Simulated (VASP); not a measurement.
# MgSn2N2 (P-3m1) in VASP: density of states with PBE

Aim: the density of states of MgSn2N2 with PBE.

Program: VASP 6.6.1. These are calculated values, not measurements. Logs are shortened: lines on timing, memory, paths and dates and some standing lists are left out, and cuts for length are marked.

**1. Starting point**

The structure is trigonal, space group P-3m1 (No. 164). Conventional cell: a = 5.039 Å, b = 5.039 Å, c = 5.551 Å, α = 90.00°, β = 90.00°, γ = 120.00°. Mg (site symmetry -3m) is surrounded by 2 N at 2.20 Å. Sn (site symmetry 3m) is surrounded by 3 Mg at 3.02 Å and 3 N at 3.23 Å and 3 Sn at 3.33 Å. N (site symmetry 3m) is surrounded by 1 N at 1.14 Å.

The cell was built by a generator and needn't be a form met in nature.

**2. Density of states, PBE**

The input, POSCAR:

```
MgSn2N2                                 
1.0
    5.0394775090      0.0000000001      0.0000000000
   -2.5197387493      4.3643155400      0.0000000000
    0.0000000000      0.0000000000      5.5508715504
  Mg              Sn              N             
     1     2     2
Direct
     0.0000000000000000    0.0000000000000000    0.5000000000000000
     0.3333333300000021    0.6666666699999979    0.3546081610304326
     0.6666666699999979    0.3333333300000021    0.6453918389695674
     1.0000000000000000    0.0000000000000000    0.1028467113516568
     0.0000000000000000    0.0000000000000000    0.8971532886483431
```

The input, INCAR.step1:

```
ALGO = Normal
EDIFF = 1E-7
ENCUT = 520
GGA = PE
ISIF = 2
ISMEAR = 0
KPAR = 4
LASPH = True
LCHARG = True
LREAL = False
LWAVE = False
NELM = 100
PREC = Accurate
SIGMA = 0.1
```

The input, KPOINTS.step1:

```
k-points
0
Gamma
  8 8 6
```

The input, INCAR.step2:

```
ALGO = Normal
EDIFF = 1E-7
ENCUT = 520
GGA = PE
ICHARG = 11
ISIF = 2
ISMEAR = -5
KPAR = 4
LASPH = True
LCHARG = False
LORBIT = 11
LREAL = False
LWAVE = False
NEDOS = 2001
NELM = 100
PREC = Accurate
SIGMA = 0.1
```

The input, KPOINTS.step2:

```
k-points
0
Gamma
  12 12 9
```

Potentials or basis: VASP PAW PBE potentials, release 64 (Mg, Sn_d, N).

Run with:

```bash
$ cat potpaw_PBE.64/Mg/POTCAR potpaw_PBE.64/Sn_d/POTCAR potpaw_PBE.64/N/POTCAR > POTCAR
$ cp INCAR.step1 INCAR
$ cp KPOINTS.step1 KPOINTS
$ mpirun -np 4 vasp_std > vasp.out
$ cp INCAR.step2 INCAR
$ cp KPOINTS.step2 KPOINTS
$ mpirun -np 4 vasp_std > vasp.out
```

OUTCAR:

```text
EDIFF = 1E-7
   ENCUT = 520
   GGA = PE
   ICHARG = 11
   ISIF = 2
   ISMEAR = -5
   LASPH = True
   LORBIT = 11
   LREAL = False
   NELM = 100
   PREC = Accurate

 ion  position               nearest neighbor table
   1  0.000  0.000  0.500-   4 2.20   5 2.20   2 3.02   3 3.02   2 3.02   3 3.02   3 3.02   2 3.02

   2  0.333  0.667  0.355-   1 3.02   1 3.02   1 3.02   3 3.33   3 3.33   3 3.33
   3  0.667  0.333  0.645-   1 3.02   1 3.02   1 3.02   2 3.33   2 3.33   2 3.33
   4  0.000  0.000  0.103-   5 1.14   1 2.20
   5  0.000  0.000  0.897-   4 1.14   1 2.20

  LATTYP: Found a hexagonal cell.
 ALAT       =     5.0394775090
 C/A-ratio  =     1.1014775918

  Lattice vectors:

 A1 = (   5.0394775090,   0.0000000001,   0.0000000000)
 A2 = (  -2.5197387493,   4.3643155400,   0.0000000000)
 A3 = (   0.0000000000,   0.0000000000,   5.5508715504)

Analysis of symmetry for initial positions (statically):
=====================================================================
 Subroutine PRICEL returns:
 Original cell was already a primitive cell.

 Routine SETGRP: Setting up the symmetry group for a
 hexagonal supercell.

 Subroutine GETGRP returns: Found 12 space group operations
 (whereof 12 operations were pure point group operations)
 out of a pool of 24 trial point group operations.

The static configuration has the point symmetry D_3d.

Analysis of symmetry for dynamics (positions and initial velocities):
=====================================================================
 Subroutine PRICEL returns:
 Original cell was already a primitive cell.

 Routine SETGRP: Setting up the symmetry group for a
 hexagonal supercell.

 Subroutine GETGRP returns: Found 12 space group operations
 (whereof 12 operations were pure point group operations)
 out of a pool of 24 trial point group operations.

The dynamic configuration has the point symmetry D_3d.

 Subroutine INISYM returns: Found 12 space group operations
 (whereof 12 operations are pure point group operations),
 and found     1 'primitive' translations

----------------------------------------------------------------------------------------

                                     Primitive cell

  volume of cell :     122.0851

  direct lattice vectors                    reciprocal lattice vectors
     5.039477509  0.000000000  0.000000000     0.198433270  0.114565502  0.000000000
    -2.519738749  4.364315540  0.000000000    -0.000000000  0.229131004  0.000000000
     0.000000000  0.000000000  5.550871550     0.000000000  0.000000000  0.180151890

  length of vectors
     5.039477509  5.039477502  5.550871550     0.229131003  0.229131004  0.180151890

  position of ions in fractional coordinates (direct lattice)
     0.000000000  0.000000000  0.500000000
     0.333333330  0.666666670  0.354608161
     0.666666670  0.333333330  0.645391839
     0.000000000  0.000000000  0.102846711
     0.000000000  0.000000000  0.897153289

  ion indices of the primitive-cell ions
   primitive index   ion index
                 1           1
                 2           2
                 3           3
                 4           4
                 5           5

----------------------------------------------------------------------------------------

 KPOINTS: k-points

Automatic generation of k-mesh.
 Grid dimensions read from file:
 generate k-points for:   12   12    9

 Generating k-lattice:

  Cartesian coordinates                     Fractional coordinates (reciprocal lattice)
     0.016536106  0.009547125  0.000000000     0.083333333  0.000000000  0.000000000
    -0.000000000  0.019094250  0.000000000     0.000000000  0.083333333  0.000000000
     0.000000000  0.000000000  0.020016877     0.000000000  0.000000000  0.111111111

  Length of vectors
     0.019094250  0.019094250  0.020016877

  Shift w.r.t. Gamma in fractional coordinates (k-lattice)
     0.000000000  0.000000000  0.000000000

 TETIRR: Found   1860 inequivalent tetrahedra from     7776

 Subroutine IBZKPT returns following result:
 ===========================================

 Found    143 irreducible k-points:

 Following reciprocal coordinates:
            Coordinates               Weight
  0.000000  0.000000  0.000000      1.000000
  0.083333  0.000000  0.000000      6.000000
  0.166667  0.000000  0.000000      6.000000
  0.250000  0.000000  0.000000      6.000000
  0.333333  0.000000  0.000000      6.000000
  0.416667  0.000000  0.000000      6.000000
[... 16 lines left out ...]
  0.166667  0.000000  0.111111      6.000000
  0.000000  0.166667  0.111111      6.000000
 [... further k-points ...]
   k-points           NKPTS =    143   k-points in BZ     NKDIM =    143   number of bands    NBANDS=     24
   number of dos      NEDOS =   2001   number of ions     NIONS =      5
   total plane-waves  NPLWV =  67200
   dimension x,y,z NGX =    40 NGY =   40 NGZ =   42
   dimension x,y,z NGXF=    80 NGYF=   80 NGZF=   84
   ions per type =               1   2   2
   NGX,Y,Z   is equivalent  to a cutoff of  13.20, 13.20, 12.58 a.u.
   NGXF,Y,Z  is equivalent  to a cutoff of  26.39, 26.39, 25.16 a.u.
 SYSTEM =  unknown system
   PREC   = accura    normal or accurate (medium, high low for compatibility)
   ISTART =      0    job   : 0-new  1-cont  2-samecut
   ICHARG =     11    charge: 1-file 2-atom 10-const
   ISPIN  =      1    spin polarized calculation?
   LNONCOLLINEAR =      F non collinear calculations
   LSORBIT =      F    spin-orbit coupling
   LASPH  =      T    aspherical Exc in radial PAW
   ENCUT  =  520.0 eV  38.22 Ry    6.18 a.u.   9.37  9.37 10.32*2*pi/ulx,y,z
   NELM   =    100;   NELMIN=  2; NELMDL=  0     # of ELM steps
   EDIFF  = 0.1E-06   stopping-criterion for ELM
   LREAL  =      F    real-space projection
   EDIFFG = 0.1E-05   stopping-criterion for IOM
   NSW    =      0    number of steps for IOM
   IBRION =     -1    ionic relax: 0-MD 1-quasi-New 2-CG
   NFREE  =      0    steps in history (QN), initial steepest desc. (CG)
   ISIF   =      2    stress and relaxation
   ISYM   =      2    0-nonsym 1-usesym 2-fastsym
   POTIM  = 0.5000    time-step for ionic-motion
   TEBEG  =    0.0;   TEEND  =   0.0 temperature during run
   PSTRESS=    0.0 pullay stress
   NELECT =      40.0000    total number of electrons
   NUPDOWN=      -1.0000    fix difference up-down
   EMIN   =  10.00;   EMAX   =-10.00  energy-range for DOS
   EFERMI =   0.00;   METHOD = LEGACY
   ISMEAR =    -5;   SIGMA  =   0.10  broadening in eV -4-tet -1-fermi 0-gaus
   EFERMI_NEDOS =   21; number of points for ismear=-14 and -15
   IALGO  =     38    algorithm
   IMIX   =      4    mixing-type and parameters
     AMIX     =   0.40;   BMIX     =  1.00
     AMIX_MAG =   1.60;   BMIX_MAG =  1.00
  volume/ion in A,a.u.               =      24.42       164.77
  Fermi-wavevector in a.u.,A,eV,Ry     =   1.128601  2.132747 17.330297  1.273741
  Thomas-Fermi vector in A             =   2.265292
   LORBIT       =     11    0 simple, 1 ext, 2 COOP (PROOUT), +10 PAW based schemes
   GGA     = PE    functional components
   LHFCALC =     F    Hartree Fock is set to
   AEXX    =    0.0000 exact exchange contribution
   IVDW    =     0    specifies the selected vdW correction
   LEPSILON=     F    determine dielectric tensor
   LRPA    =     F    only Hartree local field effects (RPA)
 non-spin polarized calculation
 Fermi weights with tetrahedron method with Bloechl corrections
  energy-cutoff  :      520.00
  volume of cell :      122.09
 maximum number of plane-waves:      3320
 NGX is ok and might be reduce to    40

 number of electron      40.0000006 magnetization

 Free energy of the ion-electron system (eV)
  ---------------------------------------------------
  ext. energy  EPLUGINS =         0.00000000
  ---------------------------------------------------
  free energy    TOTEN  =       -24.85138162 eV

  energy without entropy =      -24.85138162  energy(sigma->0) =      -24.85138162

 E-fermi :   3.8601     XC(G=0):  -8.6081

 val. band max:        3.9557512087   @ k =   0.2500   0.0000   0.1111
 cond. band min:       3.7799470973   @ k =   0.0833   0.0000   0.3333
 fundamental gap:     -0.1758041114
 Fermi energy:         3.8601319516

 k-point     1 :       0.0000    0.0000    0.0000
  band No.  band energies     occupation
      1     -19.8787      2.00000
      2     -17.4342      2.00000
      3     -17.4342      2.00000
      4     -17.4128      2.00000
      5     -17.4016      2.00000
      6     -17.4016      2.00000
[... 16 lines left out ...]
     23       4.7103      0.00000
     24       4.7103      0.00000

 k-point     2 :       0.0833    0.0000    0.0000
  band No.  band energies     occupation
      1     -19.8785      2.00000
      2     -17.4340      2.00000
      3     -17.4335      2.00000
      4     -17.4114      2.00000
      5     -17.4020      2.00000
      6     -17.4006      2.00000
[... 16 lines left out ...]
     23       4.8030      0.00000
     24       5.0870      0.00000

 k-point     3 :       0.1667    0.0000    0.0000
  band No.  band energies     occupation
      1     -19.8782      2.00000
      2     -17.4335      2.00000
      3     -17.4311      2.00000
      4     -17.4077      2.00000
      5     -17.4026      2.00000
      6     -17.3976      2.00000
[... 16 lines left out ...]
     23       4.8588      0.00000
     24       5.6544      0.00000
[... 514 lines left out ...]
 k-point    23 :       0.1667    0.0000    0.1111
  band No.  band energies     occupation
      1     -19.8779      2.00000
      2     -17.4336      2.00000
      3     -17.4310      2.00000
      4     -17.4078      2.00000
      5     -17.4026      2.00000
      6     -17.3976      2.00000
[... 16 lines left out ...]
     23       4.8505      0.00000
     24       5.9969      0.00000

 k-point    24 :       0.0000    0.1667    0.1111
  band No.  band energies     occupation
      1     -19.8779      2.00000
      2     -17.4333      2.00000
      3     -17.4310      2.00000
      4     -17.4077      2.00000
      5     -17.4026      2.00000
      6     -17.3979      2.00000
[... 16 lines left out ...]
     23       5.1503      0.00000
     24       5.3939      0.00000

 [... further k-points ...]

------------------------ aborting loop because EDIFF is reached ----------------------------------------

  FORCE on cell =-STRESS in cart. coord.  units (eV):
  Direction    XX          YY          ZZ          XY          YZ          ZX
  --------------------------------------------------------------------------------------
  -------------------------------------------------------------------------------------
  Total        0.0696460      0.0696460      0.1550691      0.0000000      0.0000000      0.0000000
  in kB        0.9139947      0.9139947      2.0350397      0.0000000      0.0000000      0.0000000
  external PRESSURE =       1.2876764 kB  Pullay stress =       0.0000000 kB

 VOLUME and BASIS-vectors are now :
 -----------------------------------------------------------------------------
  energy-cutoff  :      520.00
  volume of cell :      122.09
      direct lattice vectors                 reciprocal lattice vectors
     5.039477509  0.000000000  0.000000000     0.198433270  0.114565502  0.000000000
    -2.519738749  4.364315540  0.000000000    -0.000000000  0.229131004  0.000000000
     0.000000000  0.000000000  5.550871550     0.000000000  0.000000000  0.180151890

 POSITION                                       TOTAL-FORCE (eV/Angst)
 -----------------------------------------------------------------------------------
      0.00000      0.00000      2.77544         0.000000      0.000000     -0.000000
     -0.00000      2.90954      1.96838         0.000000      0.000000     -0.034806
      2.51974      1.45477      3.58249        -0.000000      0.000000      0.034806
      0.00000      0.00000      0.57089         0.000000      0.000000     -0.036374
      0.00000      0.00000      4.97998         0.000000     -0.000000      0.036374
 -----------------------------------------------------------------------------------
    total drift:                                0.000000     -0.000000     -0.000000

  FREE ENERGIE OF THE ION-ELECTRON SYSTEM (eV)
  ---------------------------------------------------
  free  energy   TOTEN  =       -24.8513816181 eV

  energy  without entropy=      -24.8513816181  energy(sigma->0) =      -24.85138162

 total charge

# of ion       s       p       d       tot
------------------------------------------
    1        0.165   0.136   0.036   0.337
    2        1.279   0.962   9.940  12.181
    3        1.279   0.962   9.940  12.181
    4        1.337   2.503   0.000   3.840
    5        1.337   2.503   0.000   3.840
--------------------------------------------------
tot          5.397   7.067  19.915  32.379
```

It took 2.1 min on 4 MPI ranks of Intel Xeon Platinum 8559C (Emerald Rapids), shared host; peak memory 0.53 GiB.

Results:

- Valence electrons inside the program's atomic spheres: Mg 0.34; Sn 12.18; N 3.84

States per cell in windows of 1 eV (zero at the Fermi level; states under -8 eV left out):
| from (eV) | total | N4_p | N5_p | Sn2_p | Sn3_p | Sn2_s | Sn3_s |
| --- | --- | --- | --- | --- | --- | --- | --- |
| -8.0 | 5.02 | 1.33 | 1.33 | 0.02 | 0.02 | 0.22 | 0.22 |
| -7.0 | 1.63 | 0.21 | 0.21 | 0.02 | 0.02 | 0.31 | 0.31 |
| -6.0 | 1.04 | 0.04 | 0.04 | 0.02 | 0.02 | 0.30 | 0.30 |
| -5.0 | 0.31 | 0.01 | 0.01 | 0.00 | 0.00 | 0.10 | 0.10 |
| -4.0 | 0.00 | 0.00 | 0.00 | 0.00 | 0.00 | 0.00 | 0.00 |
| -3.0 | 1.41 | 0.04 | 0.04 | 0.20 | 0.20 | 0.01 | 0.01 |
| -2.0 | 2.59 | 0.08 | 0.08 | 0.39 | 0.39 | 0.04 | 0.04 |
| -1.0 | 2.03 | 0.07 | 0.07 | 0.30 | 0.30 | 0.05 | 0.05 |
| 0.0 | 2.73 | 0.37 | 0.37 | 0.22 | 0.22 | 0.04 | 0.04 |
| 1.0 | 2.96 | 0.40 | 0.40 | 0.28 | 0.28 | 0.03 | 0.03 |
| 2.0 | 1.96 | 0.13 | 0.13 | 0.30 | 0.30 | 0.01 | 0.01 |
| 3.0 | 0.35 | 0.02 | 0.02 | 0.06 | 0.06 | 0.00 | 0.00 |

Caveat: the standard files for N, O and F lose accuracy on very short bonds; tetrahedron occupations give inexact forces and stress in metals.
